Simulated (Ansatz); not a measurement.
# What TaInSe3 (model cell, started as cubic perovskite with Ta in the octahedra) distorts into, part 3 of 3

Which phase does TaInSe3 (model cell, started as cubic perovskite with Ta in the octahedra) fall into along its unstable mode, and how much energy does it gain?

Ansatz 0.2.0; DFT PBEsol, scalar-relativistic, plane waves, PAW.

So far. Step 4 (The mode frozen in, largest atomic shift 0.6 Å): The run ends at a pressure of -2.98 GPa, with forces up to 0.34 eV/Å. Step 5 (Energy along the mode, all amplitudes (two of the runs …): The lowest of the steps tried is the last one, at 0.6 Å, 71.7 meV/atom below the parent; the bottom of the well need not coincide with a step. The relaxed cell has a, b, c = 7.013, 9.637, 6.934 Å (conventional setting).

The structure was built from a prototype and need not be the compound's stable phase.

## (7) Modes of the new phase

A relaxed structure may still be a saddle point, so its zone-centre modes are computed. No field response is asked, since the mesh shows no gap.

Contents of input.yaml:

```yaml
crystal:
  lattice:
    - [4.9591063639, 4.9591063639, 0.0]
    - [4.9310949136, 0.0280114503, 4.8186860286]
    - [4.9310949136, 0.0280114503, -4.8186860286]
  atoms:
    - { symbol: In, position: [0.0324498849, -0.0324498849, -0.0324498849] }
    - { symbol: In, position: [-0.0324498849, 0.5324498849, 0.5324498849] }
    - { symbol: Ta, position: [0.5, 0.25, 0.75] }
    - { symbol: Ta, position: [0.5, 0.75, 0.25] }
    - { symbol: Se, position: [0.3766305821, 0.1233694179, 1.1233694179] }
    - { symbol: Se, position: [0.6233694179, 0.3766305821, 0.3766305821] }
    - { symbol: Se, position: [0.0, 0.565851841, -0.065851841] }
    - { symbol: Se, position: [0.0, -0.065851841, 0.565851841] }
    - { symbol: Se, position: [0.5, 0.565851841, -0.065851841] }
    - { symbol: Se, position: [0.5, -0.065851841, 0.565851841] }
kpoints:
  mp_grid: { grid: [6, 6, 6] }
hamiltonian:
  xc: pbesol
scf:
  occupations: { method: methfessel_paxton, width: 0.15 }
output:
  eigenvalues: true
phonons:
  method: dfpt
```

The run is started by

```sh
> ansatz run input.yaml --threads 8 --pin off --max-ram 14336MiB --backend cpu --events-out ev --progress --plain --runs-dir out
```

Numbers of over 12 decimals in the logs are rounded to 6 here.

Log:

```text
[...]
Crystal: 10 atoms, lattice volume = 234.332 Å³
Basis set: ecut = 420 eV, 4585 PW (Γ), exchange–correlation on 96×96×96 points (8 copies of the dense FFT grid, shifted against one another)
Bands: 89, of which v1, the nominal top of the filled ones, is band 74 counted from 1 (73 counted from 0)
Symmetry: 8 space group operations
k-points: 112 of 216 (irreducible under 1 space group operation, time reversal used)
[...]
SCF iter   1: F=—  HF=-63213.862365 eV  |F-HF|=—  |Δ(HF+E_count)|=         —  Δρ=5.75e-3  dr2=1.12e-1  ethr=1.77e-3  ⟨swp⟩=6.2  Hψ=35228  notcnv=0
[...]
SCF iter  10: F=-63213.836899 eV  HF=-63213.836899 eV  |F-HF|=1.46e-11  |Δ(HF+E_count)|=  4.37e-11  S|Δr|=    0.00e0  Δρ=5.46e-8  dr2=3.48e-12  ethr=1.00e-12  ⟨swp⟩=10.9  Hψ=54453  notcnv=0
SCF 1 converged in 10 iterations: F = -63213.836899 eV  dr2 = 3.48e-12
[...]
DFPT response loops at Γ: preconditioner auto → Kerker (q_TF=auto, 2.527 Å⁻¹) (partly filled bands, converged f_vac=0.012); β = 1.00, the filter's whole step (`scf.mixing.beta` (0.50) is not read by the response loops under this deck's `scf.mixing.preconditioner`; to damp them name `kerker` or `kerker_dos`, under which they read `scf.mixing.beta`, and type it under 1.00, their step now; both keys bind the ground state too); Broyden in place of MSR1
SCF converged after 10 iterations
[...]
Free energy (F): -63213.836899 eV
[...]
Internal energy: -63213.840942 eV  (E = F + TS)
E sigma→0 (E₀):  -63213.837910 eV
Entropy (-TS):   0.004043 eV (0.404 meV/atom)
Fermi energy:    10.654539 eV
[...]
--- Band table (eV; the first three rows and the last of 112) ---
  k-point 0: bands = [... 70 lower, 9.5856, 9.7416, 9.8056, 10.0830, 10.3948, 10.6736, 10.7254, 11.1154, ... 11 higher]
  k-point 1: bands = [... 70 lower, 9.4827, 9.5892, 9.8151, 10.2728, 10.7749, 10.8554, 10.9458, 11.4332, ... 11 higher]
  k-point 2: bands = [... 70 lower, 9.1847, 9.4784, 9.6029, 10.1933, 10.9999, 11.1524, 11.4369, 11.6205, ... 11 higher]
  k-point 111: bands = [... 70 lower, 9.1042, 9.1818, 9.5952, 10.0999, 11.1513, 11.2884, 11.3996, 11.8235, ... 11 higher]
--- Phonons (Γ-DFPT): 9 representative perturbations + reference, on 112 of 216 k-points (Σ response iterations 36) ---
  k mesh reduced under 1 symmetry operation, with k and −k counted as one. Each operation leaves every solved perturbation unchanged. A smaller set is not used because it would not reduce the number of displacements times k-points to solve
  ASR residual: 7.914e-5 → 0.000e0 eV/Å²; symmetrization residual: 4.582e-5 eV/Å²
  ASR residual per site (eV/Å²): 5.13e-5 5.13e-5 7.91e-5 7.91e-5 5.80e-5 5.80e-5 7.60e-5 7.60e-5 7.60e-5 7.60e-5
  Γ frequencies (cm⁻¹): 0.00 0.00 0.00 22.09 45.55 52.63 57.08 75.78 75.88 81.21 81.89 85.96 88.56 98.37 98.78 110.51 118.97 128.49 133.30 137.74 140.55 144.63 152.95 159.29 187.80 200.63 206.54 210.47 211.47 267.03
  non-analytic LO–TO correction: not included (Born effective charges unavailable; polar crystals: no LO–TO splitting at Γ)
```

Elapsed: 17 min, on 8 threads of Arm Neoverse N1, shared host; peak memory 7.1 GiB.

Numbers from this step:

```yaml
sum_rule_residual_before_enforcement: 7.91e-5 eV/Å²
point_group: mmm
highest_optical_mode_at_the_zone_centre_no_lo_to_term: 267.0 cm⁻¹
lowest_optical_zone_centre_mode: 22.09 cm⁻¹
```

Patterns of degenerate modes are one choice out of their space. Modes at Γ, with each element's share of the kinetic energy:

```
mode  frequency (cm⁻¹)  symmetry  In %  Ta %  Se %
   1               0.0  acoustic    22    34    44
   2               0.0  acoustic    22    34    44
   3               0.0  acoustic    22    34    44
   4              22.1       B1g     0     0   100
   5              45.5       B3u    55    11    33
   6              52.6       B2g    59     0    41
   7              57.1       B3g    90     0    10
   8              75.8       B2u    37    52    12
   9              75.9       B2g    33     0    67
  10              81.2        Ag    82     0    18
  11              81.9       B1u    44    42    13
  12              86.0       B1u     8     2    90
  13              88.6       B3u     6    26    68
  14              98.4        Au     0     1    99
  15              98.8       B2u    37    10    54
  16             110.5       B3u    17     8    75
  17             119.0        Ag     1     0    99
  18             128.5        Au     0    99     1
  19             133.3       B2g     8     0    92
  20             137.7       B1u    18    68    14
  21             140.6       B3g    10     0    90
  22             144.6       B1u     7    43    49
  23             152.9       B2u     5    95     0
  24             159.3        Ag    17     0    83
  25             187.8       B2u     0    10    90
  26             200.6       B3g     0     0   100
  27             206.5       B3u     0    21    79
  28             210.5       B1g     0     0   100
  29             211.5       B1u     1    10    89
  30             267.0       B3g     0     0   100
```

Displacements in mode 4 (22.1 cm⁻¹), the largest set to 1:
```
In1  0.00  0.00  0.00
In2  0.00  0.00  0.00
Ta3  0.00  0.00  0.00
Ta4  0.00  0.00  0.00
Se5  0.00  0.00  0.00
Se6  0.00  0.00  0.00
Se7 -1.00  0.00  0.00
Se8  1.00  0.00  0.00
Se9  0.00 -1.00  0.00
Se10 0.00  1.00  0.00
```

Displacements in mode 26 (200.6 cm⁻¹), the largest set to 1:
```
In1  0.00  0.00  0.02
In2  0.00  0.00 -0.02
Ta3  0.00  0.00  0.00
Ta4  0.00  0.00  0.00
Se5  0.00  0.00 -1.00
Se6  0.00  0.00  1.00
Se7  0.00  0.42  0.00
Se8  0.00 -0.42  0.00
Se9 -0.42  0.00  0.00
Se10 0.42  0.00  0.00
```

Before it was imposed, the acoustic sum rule was missed by 7.9e-5 eV/Å². Small misses are needed for a sound result but don't prove that mesh and cutoff are converged. The lowest optical mode is real, 22.1 cm⁻¹.

## (8) Outcome

```
unstable mode of the parent                                                      : q = (-0.5, -0.5, -0.5), 70i cm⁻¹
depth at the lowest point sampled                                                : 71.7 meV/atom
largest atomic shift at that point                                               : 0.6 Å
space group reached (within 0.01 Å)                                              : Imma
energy gained over the parent (first relaxation, on the mesh of the frozen mode) : 132 meV/atom
volume per atom, phase reached                                                   : 23.4 Å³
lowest optical zone-centre mode, phase reached                                   : 22.1 cm⁻¹
highest optical mode at the zone centre (no LO-TO term), phase reached           : 267 cm⁻¹
```

**Reading.** Along this mode the structure falls into Imma, 132 meV/atom below the parent. At the parent's cell the well is 71.73 meV/atom deep on the steps tried, with its lowest point at a shift of 0.6 Å. That is the last step tried, so the steps alone don't bracket the bottom of the well. Relaxing atoms and cell changes the gain by +60.29 meV/atom against the lowest step (energies at zero smearing). The new phase has no imaginary mode at the zone centre of its cell; other wavevectors were not checked. Of the 7 patterns followed to their end from this parent, this one ends 10.2 meV/atom above the lowest, R-3c. Each path keeps the symmetry of its pattern, so a lower phase may lie along a pattern not tried. With no gap, or one that is small against the smearing, the frequencies hang on the k mesh and the smearing, most of all near Kohn anomalies. Spin-orbit coupling is left out, which can matter for the heavy elements here. The starting cell was built on a prototype and not taken from a measurement, so the phase need not exist.

[Logs are printed without paths, hosts, clocks, repeated set-up lines and the standing remarks that a program may print on its own settings, such as how far it seeks lower states.]

[Hosts, paths, dates, database ids (printed as entryN), source tags and the programs' standing remarks are cut or masked in the printed files.]
